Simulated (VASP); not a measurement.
# Ag (Fm-3m) in VASP: a series of runs

The runs below take Ag through relaxation of cell and atoms, with r2SCAN+rVV10.

Everything below comes from runs of VASP 6.6.1. Logs are shortened: lines on timing, memory, paths and dates and some standing lists are left out, and cuts for length are marked.

## Step 1: The structure

The structure is cubic, space group Fm-3m (No. 225). The conventional cell has a = 4.085 Å, b = 4.085 Å, c = 4.085 Å, α = 90.00°, β = 90.00°, γ = 90.00°. Ag (site symmetry m-3m) has 12 Ag at 2.89 Å as nearest neighbours.

## Step 2: Relaxation of cell and atoms, r2SCAN+rVV10

The input, INCAR:

```
SYSTEM = Ag
  ALGO = Normal
  BPARAM = 11.95
  CPARAM = 0.0093
  EDIFF = 1E-7
  EDIFFG = -0.002
  ENCUT = 520
  IBRION = 2
  ISIF = 3
  ISMEAR = 0
  IVDW_NL = 2
  LASPH = .True.
  LCHARG = .False.
  LMIXTAU = .True.
  LREAL = .False.
  LUSE_VDW = .True.
  LWAVE = .False.
  METAGGA = R2SCAN
  NELM = 100
  NSW = 80
  PREC = Accurate
  SIGMA = 0.1
```

The input, KPOINTS:

```
k-points
0
Gamma
  18 18 18
  0 0 0
```

The input, POSCAR:

```
Ag
1.0
    0.0000000000      2.0427500000      2.0427500000
    2.0427500000      0.0000000000      2.0427500000
    2.0427500000      2.0427500000      0.0000000000
Ag
1
Direct
    0.0000000000      0.0000000000      0.0000000000
```

Potentials or basis: VASP PAW PBE potentials, release 64 (Ag).

The run is started by

```sh
cat potpaw_PBE.64/Ag/POTCAR > POTCAR
mpirun -np 1 vasp_std > vasp.out
```

OUTCAR:

```text
SYSTEM = Ag
   BPARAM = 11.95
   EDIFF = 1E-7
   EDIFFG = -0.002
   ENCUT = 520
   IBRION = 2
   ISIF = 3
   ISMEAR = 0
   IVDW_NL = 2
   LASPH = .True.
   LREAL = .False.
   METAGGA = R2SCAN
   NELM = 100
   NSW = 80
   PREC = Accurate

 ion  position               nearest neighbor table
   1  0.000  0.000  0.000-

  LATTYP: Found a face centered cubic cell.
 ALAT       =     4.0855000000

  Lattice vectors:

 A1 = (   0.0000000000,   2.0427500000,   2.0427500000)
 A2 = (   2.0427500000,   0.0000000000,   2.0427500000)
 A3 = (   2.0427500000,   2.0427500000,   0.0000000000)

Analysis of symmetry for initial positions (statically):
=====================================================================
 Subroutine PRICEL returns:
 Original cell was already a primitive cell.

 Routine SETGRP: Setting up the symmetry group for a
 face centered cubic supercell.

 Subroutine GETGRP returns: Found 48 space group operations
 (whereof 48 operations were pure point group operations)
 out of a pool of 48 trial point group operations.

The static configuration has the point symmetry O_h .

Analysis of symmetry for dynamics (positions and initial velocities):
=====================================================================
 Subroutine PRICEL returns:
 Original cell was already a primitive cell.

 Routine SETGRP: Setting up the symmetry group for a
 face centered cubic supercell.

 Subroutine GETGRP returns: Found 48 space group operations
 (whereof 48 operations were pure point group operations)
 out of a pool of 48 trial point group operations.

The dynamic configuration has the point symmetry O_h .

 Subroutine INISYM returns: Found 48 space group operations
 (whereof 48 operations are pure point group operations),
 and found     1 'primitive' translations

----------------------------------------------------------------------------------------

                                     Primitive cell

  volume of cell :      17.0481

  direct lattice vectors                    reciprocal lattice vectors
     0.000000000  2.042750000  2.042750000    -0.244768082  0.244768082  0.244768082
     2.042750000  0.000000000  2.042750000     0.244768082 -0.244768082  0.244768082
     2.042750000  2.042750000  0.000000000     0.244768082  0.244768082 -0.244768082

  length of vectors
     2.888884755  2.888884755  2.888884755     0.423950755  0.423950755  0.423950755

  position of ions in fractional coordinates (direct lattice)
     0.000000000  0.000000000  0.000000000

  ion indices of the primitive-cell ions
   primitive index   ion index
                 1           1

----------------------------------------------------------------------------------------

 KPOINTS: k-points

Automatic generation of k-mesh.
 Grid dimensions read from file:
 generate k-points for:   18   18   18

 Generating k-lattice:

  Cartesian coordinates                     Fractional coordinates (reciprocal lattice)
    -0.013598227  0.013598227  0.013598227     0.055555556  0.000000000  0.000000000
     0.013598227 -0.013598227  0.013598227     0.000000000  0.055555556  0.000000000
     0.013598227  0.013598227 -0.013598227     0.000000000  0.000000000  0.055555556

  Length of vectors
     0.023552820  0.023552820  0.023552820

  Shift w.r.t. Gamma in fractional coordinates (k-lattice)
     0.000000000  0.000000000  0.000000000

 Subroutine IBZKPT returns following result:
 ===========================================

 Found    195 irreducible k-points:

 Following reciprocal coordinates:
            Coordinates               Weight
  0.000000  0.000000  0.000000      1.000000
  0.055556  0.000000  0.000000      8.000000
  0.111111  0.000000  0.000000      8.000000
  0.166667  0.000000  0.000000      8.000000
  0.222222  0.000000  0.000000      8.000000
  0.277778  0.000000  0.000000      8.000000
[... 16 lines left out ...]
 -0.277778  0.055556  0.000000     24.000000
 -0.222222  0.055556  0.000000     24.000000
 [... further k-points ...]
   k-points           NKPTS =    195   k-points in BZ     NKDIM =    195   number of bands    NBANDS=      9
   number of dos      NEDOS =    301   number of ions     NIONS =      1
   total plane-waves  NPLWV =  13824
   dimension x,y,z NGX =    24 NGY =   24 NGZ =   24
   dimension x,y,z NGXF=    48 NGYF=   48 NGZF=   48
   ions per type =               1
   NGX,Y,Z   is equivalent  to a cutoff of  13.81, 13.81, 13.81 a.u.
   NGXF,Y,Z  is equivalent  to a cutoff of  27.62, 27.62, 27.62 a.u.
 SYSTEM =  Ag
   PREC   = accura    normal or accurate (medium, high low for compatibility)
   ISTART =      0    job   : 0-new  1-cont  2-samecut
   ICHARG =      2    charge: 1-file 2-atom 10-const
   ISPIN  =      1    spin polarized calculation?
   LNONCOLLINEAR =      F non collinear calculations
   LSORBIT =      F    spin-orbit coupling
   LASPH  =      T    aspherical Exc in radial PAW
   ENCUT  =  520.0 eV  38.22 Ry    6.18 a.u.   5.37  5.37  5.37*2*pi/ulx,y,z
   NELM   =    100;   NELMIN=  2; NELMDL= -5     # of ELM steps
   EDIFF  = 0.1E-06   stopping-criterion for ELM
   LREAL  =      F    real-space projection
   EDIFFG = -.2E-02   stopping-criterion for IOM
   NSW    =     80    number of steps for IOM
   IBRION =      2    ionic relax: 0-MD 1-quasi-New 2-CG
   NFREE  =      1    steps in history (QN), initial steepest desc. (CG)
   ISIF   =      3    stress and relaxation
   ISYM   =      2    0-nonsym 1-usesym 2-fastsym
   POTIM  = 0.5000    time-step for ionic-motion
   TEBEG  =    0.0;   TEEND  =   0.0 temperature during run
   PSTRESS=    0.0 pullay stress
   NELECT =      11.0000    total number of electrons
   NUPDOWN=      -1.0000    fix difference up-down
   EMIN   =  10.00;   EMAX   =-10.00  energy-range for DOS
   EFERMI =   0.00;   METHOD = LEGACY
   ISMEAR =     0;   SIGMA  =   0.10  broadening in eV -4-tet -1-fermi 0-gaus
   EFERMI_NEDOS =   21; number of points for ismear=-14 and -15
   IALGO  =     38    algorithm
   IMIX   =      4    mixing-type and parameters
     AMIX     =   0.40;   BMIX     =  1.00
     AMIX_MAG =   1.60;   BMIX_MAG =  1.00
  volume/ion in A,a.u.               =      17.05       115.05
  Fermi-wavevector in a.u.,A,eV,Ry     =   1.414644  2.673290 27.228221  2.001218
  Thomas-Fermi vector in A             =   2.536165
   LORBIT       =      0    0 simple, 1 ext, 2 COOP (PROOUT), +10 PAW based schemes
   METAGGA = R2SCAN    functional components
   LHFCALC =     F    Hartree Fock is set to
   AEXX    =    0.0000 exact exchange contribution
   IVDW_NL    =     2    kernel type
   BPARAM     =11.9500
   IVDW    =     0    specifies the selected vdW correction
   LEPSILON=     F    determine dielectric tensor
   LRPA    =     F    only Hartree local field effects (RPA)
 conjugate gradient relaxation of ions
 non-spin polarized calculation
 Gauss-broadening in eV      SIGMA  =   0.10
  energy-cutoff  :      520.00
  volume of cell :       17.05
 maximum number of plane-waves:       473
 NGX is ok and might be reduce to    24

--------------------------------------- Ionic step        1  -------------------------------------------

 number of electron      10.9999999 magnetization

 Free energy of the ion-electron system (eV)
  ---------------------------------------------------
  ext. energy  EPLUGINS =         0.00000000
  ---------------------------------------------------
  free energy    TOTEN  =       -21.03873032 eV

  energy without entropy =      -21.03776391  energy(sigma->0) =      -21.03824712

------------------------ aborting loop because EDIFF is reached ----------------------------------------

  FORCE on cell =-STRESS in cart. coord.  units (eV):
  Direction    XX          YY          ZZ          XY          YZ          ZX
  --------------------------------------------------------------------------------------
  -------------------------------------------------------------------------------------
  Total       -0.0298536     -0.0298536     -0.0298536      0.0000000      0.0000000      0.0000000
  in kB       -2.8056416     -2.8056416     -2.8056416      0.0000000      0.0000000      0.0000000
  external PRESSURE =      -2.8056416 kB  Pullay stress =       0.0000000 kB
[... 55 lines left out ...]
  energy  without entropy=      -21.0377924931  energy(sigma->0) =      -21.03827190

--------------------------------------- Ionic step        3  -------------------------------------------

 number of electron      10.9999999 magnetization

 Free energy of the ion-electron system (eV)
  ---------------------------------------------------
  ext. energy  EPLUGINS =         0.00000000
  ---------------------------------------------------
  free energy    TOTEN  =       -21.03876975 eV

  energy without entropy =      -21.03780806  energy(sigma->0) =      -21.03828891

 E-fermi :   8.4002     XC(G=0): -13.0272

 val. band max:        8.3660024911   @ k =   0.5000   0.1667   0.0556
 cond. band min:       8.5356882249   @ k =   0.5000   0.3333   0.1111
 fundamental gap:      0.1696857339
 Fermi energy:         8.4001521431

 k-point     1 :       0.0000    0.0000    0.0000
  band No.  band energies     occupation
      1       0.4436      2.00000
      2       3.3084      2.00000
      3       3.3084      2.00000
      4       3.3084      2.00000
      5       4.3613      2.00000
      6       4.3613      2.00000
      7      25.0884      0.00000
      8      28.8365      0.00000
      9      28.8365      0.00000
[... 265 lines left out ...]
 k-point    24 :      -0.2222    0.0556    0.0000
  band No.  band energies     occupation
      1       1.8438      2.00000
      2       3.3563      2.00000
      3       3.5573      2.00000
      4       3.6003      2.00000
      5       4.3161      2.00000
      6       4.7041      2.00000
      7      20.4467      0.00000
      8      25.3065      0.00000
      9      27.8184      0.00000

 [... further k-points ...]

------------------------ aborting loop because EDIFF is reached ----------------------------------------

  FORCE on cell =-STRESS in cart. coord.  units (eV):
  Direction    XX          YY          ZZ          XY          YZ          ZX
  --------------------------------------------------------------------------------------
  -------------------------------------------------------------------------------------
  Total        0.0010503      0.0010503      0.0010503     -0.0000000      0.0000000     -0.0000000
  in kB        0.0989654      0.0989654      0.0989654     -0.0000000      0.0000000     -0.0000000
  external PRESSURE =       0.0989654 kB  Pullay stress =       0.0000000 kB
[... 16 lines left out ...]
  FREE ENERGIE OF THE ION-ELECTRON SYSTEM (eV)
  ---------------------------------------------------
  free  energy   TOTEN  =       -21.0387697463 eV

  energy  without entropy=      -21.0378080648  energy(sigma->0) =      -21.03828891

 reached required accuracy - stopping structural energy minimisation
```

Run time: 4.6 min. Hardware: 1 thread of AMD EPYC 9R14 (Zen 4), shared host; peak memory 0.21 GiB.

What came out:

```yaml
Free_energy: -21.0388 eV
Relaxed_volume: 17.00 Å³/atom
Relaxed_cell: a = 2.886 Å, b = 2.886 Å, c = 2.886 Å, α = 60.00°, β = 60.00°, γ = 60.00°
Space_group_after_relaxing_to_0.05_Å: Fm-3m (No. 225)
Energy_gained_by_relaxing: 0.0 meV/atom
Ionic_steps: 3
Pressure_after_relaxing: 0.0 GPa
Band_gap_on_the_k_mesh: none (metal or under the smearing width)
```

Final structure:
```
Ag
1.0
     0.00000    2.04098    2.04098
     2.04098    0.00000    2.04098
     2.04098    2.04098    0.00000
Ag
1
Direct
  0.00000 0.00000 0.00000
```

Levels at points of the mesh, in eV from the Fermi level:
| k point | band 2 | band 3 | band 4 | band 5 | band 6 | band 7 | band 8 | band 9 |
| --- | --- | --- | --- | --- | --- | --- | --- | --- |
| (0.00, 0.00, 0.00) | -5.09 | -5.09 | -5.09 | -4.04 | -4.04 | 16.69 | 20.44 | 20.44 |
| (0.50, 0.00, 0.00) | -5.12 | -5.12 | -3.22 | -3.22 | -0.32 | 3.77 | 15.92 | 18.68 |
| (0.50, 0.50, 0.00) | -6.64 | -3.26 | -3.00 | -3.00 | 1.75 | 7.04 | 11.18 | 11.18 |

Caveat: the PAW data sets were made with another functional, which shifts forces and pressure a little.

## Step 3: Relaxation of cell and atoms, r2SCAN+rVV10

This run uses another cell than the first one, of 17.00 Å³/atom, 0.997 times its volume.

INCAR is that of step 2.

KPOINTS is that of step 2.

The input, POSCAR:

```
Ag                                      
1.0
    0.0000000000      2.0409763097      2.0409763097
    2.0409763097      0.0000000000      2.0409763097
    2.0409763097      2.0409763097      0.0000000000
  Ag            
     1
Direct
     0.0000000000000000    0.0000000000000000    0.0000000000000000
```

Potentials or basis: VASP PAW PBE potentials, release 64 (Ag).

The run is started by

```sh
cat potpaw_PBE.64/Ag/POTCAR > POTCAR
mpirun -np 1 vasp_std > vasp.out
```

It took 2.3 min on 1 thread of AMD EPYC 9R14 (Zen 4), shared host; peak memory 0.21 GiB.

The run converged. Its results:

| Quantity | Value |
| --- | --- |
| Free energy | -21.0387 eV |
| Pressure after relaxing | 0.0 GPa |
| Band gap on the k mesh | none (metal or under the smearing width) |

Final structure:
```
CELL_PARAMETERS angstrom
0.00000 2.04098 2.04098
2.04098 0.00000 2.04098
2.04098 2.04098 0.00000
ATOMIC_POSITIONS crystal
Ag 0.00000 0.00000 0.00000
```

Levels at points of the mesh, in eV from the Fermi level:
```
           k point  band 4  band 5  band 6  band 7  band 8  band 9
(0.00, 0.00, 0.00)   -5.09   -4.04   -4.04   16.69   20.44   20.44
(0.50, 0.00, 0.00)   -3.22   -3.22   -0.32    3.77   15.92   18.68
(0.50, 0.50, 0.00)   -3.00   -3.00    1.75    7.04   11.18   11.18
```

Caveat: the relaxation stopped at its first step, so nothing moved; the PAW data sets were made with another functional, which shifts forces and pressure a little.
